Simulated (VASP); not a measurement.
A run of VASP 6.6.1:

File INCAR:

```
SYSTEM = AlAu
PREC = Accurate
ENCUT = 520
EDIFF = 1E-6
ISMEAR = 0
SIGMA = 0.1
LREAL = .FALSE.
LASPH = .TRUE.
NELM = 100
ALGO = Normal
ISIF = 2
LWAVE = .FALSE.
LCHARG = .FALSE.
GGA = PE
NBANDS = 14
```

File KPOINTS:

```
regular mesh
0
G
  6 6 6
  0 0 0
```

File POSCAR:

```
AlAu
1.0
    1.6859673422      0.9733936989      3.6856639490
   -1.6859673422      0.9733936989      3.6856639490
    0.0000000000     -1.9467873978      3.6856639490
Al Au
1 1
Direct
    0.0000000000      0.0000000000      0.0000000000
    0.5000000000      0.5000000000      0.5000000000
```

Potentials or basis: VASP PAW PBE potentials, release 64 (Al, Au).

The run is started by

```console
$ cat potpaw_PBE.64/Al/POTCAR potpaw_PBE.64/Au/POTCAR > POTCAR
$ mpirun -np 1 vasp_std > vasp.out
```

Hardware: 1 thread of Intel(R) Xeon(R) Platinum 8488C (Sapphire Rapids) (shared host).

Q: Estimate the wall time of this run.

A: It took 11 s on 1 thread of Intel(R) Xeon(R) Platinum 8488C (Sapphire Rapids) (shared host), peak memory 0.17 GiB. Counts: scf iterations 11, k points 32.
